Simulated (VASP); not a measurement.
Here is a VASP 6.6.1 calculation.

File INCAR:

```
PREC = Accurate
ENCUT = 520
EDIFF = 1E-6
ISMEAR = 0
SIGMA = 0.5
LREAL = F
LASPH = T
NELM = 80
ALGO = Normal
ISIF = 2
LWAVE = F
LCHARG = F
GGA = PS
NBANDS = 14
```

KPOINTS

```
regular mesh
0
Gamma
  16 16 16
```

Contents of POSCAR:

```
TaC
1.0
    0.0000000000      2.2213700000      2.2213700000
    2.2213700000      0.0000000000      2.2213700000
    2.2213700000      2.2213700000      0.0000000000
Ta C
1 1
Direct
    1.0000000000      1.0000000000      1.0000000000
    0.5000000000      0.5000000000      0.5000000000
```

Potentials or basis: VASP PAW PBE potentials, release 64 (Ta_pv, C).

Launch:

```sh
$ cat potpaw_PBE.64/Ta_pv/POTCAR potpaw_PBE.64/C/POTCAR > POTCAR
$ mpirun -np 1 vasp_std > vasp.out
```

**Question.** Estimate the pressure.

**Answer.** 0.5 GPa.

**Question.** Estimate the band gap on the k mesh.

**Answer.** None (metal or under the smearing width).

Caveat: the PAW data sets were made with another functional, which shifts forces and pressure a little. Spin-orbit coupling is left out, which matters for the levels of Ta.
